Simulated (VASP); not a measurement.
Set up this calculation in VASP 6.6.1, as the native input.

```
Task                               : relaxation of cell and atoms
Functional                         : HSE06
Potentials or basis                : VASP PAW PBE potentials, release 64 (Mg, O)
Cutoff                             : 520 eV
k mesh                             : 6 × 6 × 6
Occupations                        : gaussian, width 0.02 eV
Spin                               : no spin polarisation
Grid for exact exchange (PRECFOCK) : Fast
Screening parameter                : 0.2 1/A
Further INCAR settings             : ALGO = Normal; EDIFF = 1e-07; IBRION = 2; EDIFFG = -0.01; NSW = 80; ISIF = 3
```

MgO:

```
Mg O
1.0
     0.00000    2.09942    2.09942
     2.09942    0.00000    2.09942
     2.09942    2.09942    0.00000
Mg O
1 1
Cartesian
  0.0000 0.0000 0.0000
  2.0994 2.0994 2.0994
```

One way to write it, as run:

POSCAR

```
MgO                                     
1.0
    0.0000000000      2.0994170195      2.0994170195
    2.0994170195     -0.0000000000      2.0994170195
    2.0994170195      2.0994170195      0.0000000000
  Mg              O             
     1     1
Direct
     0.0000000000000000    0.0000000000000000    0.0000000000000000
     0.5000000000000000    0.5000000000000000    0.5000000000000000
```

INCAR.step1

```
PREC = Accurate ; ENCUT = 520
EDIFF = 1E-5 ; ISMEAR = 0
SIGMA = 0.02 ; LREAL = False
LASPH = True ; NELM = 100
ALGO = Normal ; LWAVE = True
LCHARG = False ; KPAR = 4
GGA = PE
```

INCAR.step2

```
PREC = Accurate ; ENCUT = 520
EDIFF = 1E-7 ; ISMEAR = 0
SIGMA = 0.02 ; LREAL = False
LASPH = True ; NELM = 100
ALGO = Normal ; ISIF = 3
LWAVE = False ; LCHARG = False
GGA = PE ; LHFCALC = True
HFSCREEN = 0.2 ; PRECFOCK = Fast
IBRION = 2 ; NSW = 80
EDIFFG = -0.01 ; KPAR = 4
ISTART = 1
```

KPOINTS

```
Automatic mesh
0
Gamma
  6 6 6
```

Potentials or basis: VASP PAW PBE potentials, release 64 (Mg, O).

Launch:

```sh
$ cat potpaw_PBE.64/Mg/POTCAR potpaw_PBE.64/O/POTCAR > POTCAR
$ cp INCAR.step1 INCAR
$ mpirun -np 4 vasp_std > vasp.out
$ cp INCAR.step2 INCAR
$ mpirun -np 4 vasp_std > vasp.out
```

Results of the run:

```yaml
Pressure_after_relaxing: 0.0 GPa
Band_gap_on_the_k_mesh: 6.56 eV, direct
```

Caveat: the k mesh is coarse (spacing up to 0.43 Å⁻¹), so the values aren't converged, least of all with exact exchange; the relaxation stopped at its first step, so nothing moved; the PAW data sets were made with another functional, which shifts forces and pressure a little.

Wall time 49 s on 4 MPI ranks on Intel(R) Xeon(R) Platinum 8259CL CPU @ 2.50GHz (Skylake/Cascade Lake), with other jobs on the host, peak memory 0.22 GiB a rank.
